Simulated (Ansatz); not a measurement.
ZnS: strain and displacement

```xyz
2
Lattice="0.0000 2.7046 2.7046 2.7046 0.0000 2.7046 2.7046 2.7046 0.0000" Properties=species:S:1:pos:R:3 pbc="T T T"
Zn    0.0000    0.0000    0.0000
S     4.0570    4.0570    4.0570
```

Atom numbers follow the list: Zn1, S2.

The conventional cell has a = 5.409 Å, b = 5.409 Å, c = 5.409 Å, α = 90.00°, β = 90.00°, γ = 90.00°. Zn (atom 1) has 4 S at 2.34 Å as nearest neighbours. S (atom 2) is surrounded by 4 Zn at 2.34 Å.

The cell is COD entry 9000107, as deposited and not checked against the literature; nothing was relaxed.

The calculation used Ansatz 0.2.0, DFT, PBE, all-electron PAW with datasets made for the crystal, scalar-relativistic.

Settings: a Γ-centred 8×8×8 k mesh, Fermi–Dirac smearing of 0.01 eV, cutoff 280 eV (chosen by the program for this cell), no spin polarisation.

The unchanged cell is at 1.38 GPa, so energy changes include a term −P ΔV where the volume moves.

Semilocal functionals give too small gaps.

x, y and z are the Cartesian axes of the cell as listed; fractional coordinates follow a strain, and an engineering shear is twice the off-diagonal strain component.

Vzz stands for the principal value of largest size of the field-gradient tensor, whatever its axis.

(1) With this change (equal xy, yz and zx engineering shear strains of +2 %), what becomes of the energy and stress and forces and field gradients and gap?

With x and y strained by +2 %, z held: energy change under 1 meV/atom; stress change (xx, yy, zz, yz, xz, xy) -3.02, -3.02, -2.22, 0.00, 0.00, 0.00 GPa, compression positive; Vzz in 10²¹ V/m²: Zn1 0 → 0.36 (η = 0.00), S2 0 → -0.40 (η = 0.00); gap on the k mesh 2.10 → 1.89 eV.

(2) With this change (atom 1 (Zn) moved by (0.0849, 0.0849, 0.0000) Å), what becomes of the energy and stress and forces and field gradients and gap?

(3) With this change (equal xy, yz and zx engineering shear strains of -3 %), what becomes of the energy and stress and forces and field gradients and gap?

(4) With this change (equal xy, yz and zx engineering shear strains of -1 %), what becomes of the energy and stress and forces and field gradients and gap?

(5) With this change (equal xy, yz and zx engineering shear strains of -2 %), what becomes of the energy and stress and forces and field gradients and gap?

(6) With this change (equal xy, yz and zx engineering shear strains of +1 %), what becomes of the energy and stress and forces and field gradients and gap?

With equal xy, yz and zx engineering shear strains of +3 %: energy change +11 meV/atom; stress change (xx, yy, zz, yz, xz, xy) 0.29, 0.29, 0.29, -1.92, -1.92, -1.92 GPa, compression positive; change of the force on S2 (0.137, 0.137, 0.137) eV/Å; Vzz in 10²¹ V/m²: Zn1 0 → 1.75 (η = 0.00), S2 0 → 0.90 (η = 0.00); gap on the k mesh 2.10 → 2.02 eV.

(7) What force constant does this one finite step give for Zn1 along its displacement (all its periodic images move with it)?

## Answers

(1) Energy change +5 meV/atom; stress change (xx, yy, zz, yz, xz, xy) 0.13, 0.13, 0.13, -1.31, -1.31, -1.31 GPa, compression positive; change of the force on S2 (0.097, 0.097, 0.097) eV/Å; Vzz in 10²¹ V/m²: Zn1 0 → 1.17 (η = 0.00), S2 0 → 0.60 (η = 0.00); gap on the k mesh 2.10 → 2.05 eV.

(2) Energy change +21 meV/atom; stress change (xx, yy, zz, yz, xz, xy) 0.40, 0.40, 0.65, -1.97, -1.97, 0.61 GPa, compression positive; change of the force on Zn1 (-0.497, -0.497, 0.166) eV/Å; Vzz in 10²¹ V/m²: Zn1 0 → -3.02 (η = 0.90), S2 0 → -1.33 (η = 0.80); gap on the k mesh 2.10 → 2.03 eV.

(3) Energy change +12 meV/atom; stress change (xx, yy, zz, yz, xz, xy) 0.31, 0.31, 0.31, 2.21, 2.21, 2.21 GPa, compression positive; change of the force on S2 (-0.204, -0.204, -0.204) eV/Å; Vzz in 10²¹ V/m²: Zn1 0 → -1.79 (η = 0.00), S2 0 → -0.90 (η = 0.00); gap on the k mesh 2.10 → 1.99 eV.

(4) Energy change +1 meV/atom; stress change (xx, yy, zz, yz, xz, xy) 0.03, 0.03, 0.03, 0.70, 0.70, 0.70 GPa, compression positive; change of the force on Zn1 (0.059, 0.059, 0.059) eV/Å; Vzz in 10²¹ V/m²: Zn1 0 → -0.59 (η = 0.00), S2 0 → -0.30 (η = 0.00); gap on the k mesh 2.10 → 2.06 eV.

(5) Energy change +5 meV/atom; stress change (xx, yy, zz, yz, xz, xy) 0.14, 0.14, 0.14, 1.43, 1.43, 1.43 GPa, compression positive; change of the force on S2 (-0.127, -0.127, -0.127) eV/Å; Vzz in 10²¹ V/m²: Zn1 0 → -1.19 (η = 0.00), S2 0 → -0.60 (η = 0.00); gap on the k mesh 2.10 → 2.03 eV.

(6) Energy change +1 meV/atom; stress change (xx, yy, zz, yz, xz, xy) 0.03, 0.03, 0.03, -0.67, -0.67, -0.67 GPa, compression positive; change of the force on S2 (0.052, 0.052, 0.052) eV/Å; Vzz in 10²¹ V/m²: Zn1 0 → 0.59 (η = 0.00), S2 0 → 0.30 (η = 0.00); gap on the k mesh 2.10 → 2.08 eV.

(7) k = −ΔF·u/|u|² = 5.86 eV/Å², so the force pulls the atom back.
